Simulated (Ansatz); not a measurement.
## Does relaxation matter for the field gradients of SiO2?

Start: an entry of the Crystallography Open Database (COD), atoms as given.

Space group P4_12_12 (No. 92); a = 4.9820, c = 6.9630 Å.

| site | Wyckoff | site symmetry | x | y | z |
| --- | --- | --- | --- | --- | --- |
| Si | 4a | ..2 | 0.2990 | 0.2990 | 0.0000 |
| O | 8b | 1 | 0.2399 | 0.1035 | 0.1781 |

One atom of each set is listed.

Level of theory: DFT, PBE, plane waves and PAW, scalar-relativistic, 420 eV cutoff, Γ-centred 5×5×4 k-points, Fermi–Dirac smearing 0.02 eV (Ansatz 0.2.0).

The largest force at the start is 0.41 eV/Å. Relaxing the ions at fixed cell moves them by 0.067 Å at most (atom 6, O) and 0.058 Å rms. End positions:

Si (0.3039, 0.3039, 0.0000)
O (0.2373, 0.1140, 0.1837)

```csv
site,moved (Å),first shell before,first shell after,V_zz before (10²¹ V/m²),η before
Si,0.035,4 O at 1.60–1.61 Å,4 O at 1.63 Å,-0.27,0.60
O,0.067,"2 Si at 1.60–1.61 Å, angle 147°","2 Si at 1.63 Å, angle 143°",9.19,0.14
```

(1) What are V_zz and η after the relaxation?

Answers

(1) 

```json
{"site": "Si", "V_zz after": "-0.38", "η after": "0.74", "change of V_zz": "-0.11"}
{"site": "O", "V_zz after": "9.50", "η after": "0.18", "change of V_zz": "+0.31"}
```

The largest change of V_zz is on O, from 9.19 to 9.50. In per cent, |V_zz| changes by +3 on O (all sites that start above 0.5).
